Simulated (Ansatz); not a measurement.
# CoO: the cost of one run

Computed with Ansatz 0.2.0 (DFT PBE, scalar-relativistic, plane waves, PAW, unless a step's input says otherwise).

3 further runs of the same task are left out: 2 that didn't finish, 1 set aside as unsound or not needed.

## Step 1: Starting point

The structure is cubic, space group Fm-3m (No. 225). The conventional cell has a = 4.248 Å, b = 4.248 Å, c = 4.248 Å, α = 90.00°, β = 90.00°, γ = 90.00°. Co (site symmetry m-3m) is surrounded by 6 O at 2.12 Å. Around O (site symmetry m-3m) lie 6 Co at 2.12 Å.

Structure file:

```xyz
2
Lattice="0.0000 2.1242 2.1242 2.1242 0.0000 2.1242 2.1242 2.1242 0.0000" Properties=species:S:1:pos:R:3 pbc="T T T"
Co    0.0000    0.0000    0.0000
O     2.1242    2.1242    2.1242
```

This cell was relaxed beforehand with the same method: volume 9.58 Å³/atom, gap on the mesh none (metal), site moments up to 2.5 μB.

## Step 2: The reference: the undisturbed cell on the scan's mesh

The input, input.yaml:

```yaml
crystal:
  lattice:
    - [0.0, 2.1241565581, 2.1241565581]
    - [2.1241565581, 0.0, 2.1241565581]
    - [2.1241565581, 2.1241565581, 0.0]
  atoms:
    - { symbol: Co, position: [0.0, 0.0, 0.0], spin: 2.74 }
    - { symbol: O, position: [0.5, 0.5, 0.5], spin: 0.35 }
basis:
  ecutwfc: 420
kpoints:
  mp_grid: { grid: [24, 24, 24] }
hamiltonian:
  xc: pbe
scf:
  occupations: { method: gaussian, width: 0.15 }
output:
  forces: true
  stress: true
  eigenvalues: true
  populations: true
magnetization:
  spin_polarized: true
```

The run is started by

```console
$ ansatz run input.yaml --threads 2 --pin off --max-ram 5120MiB --backend cpu --events-out ev --progress --plain --runs-dir out
```

**Question.** How long does this run take on 2 threads of Intel Xeon at 2.70GHz, shared host, and how much memory does it need?

About 32 s, with a peak of 0.55 GiB.
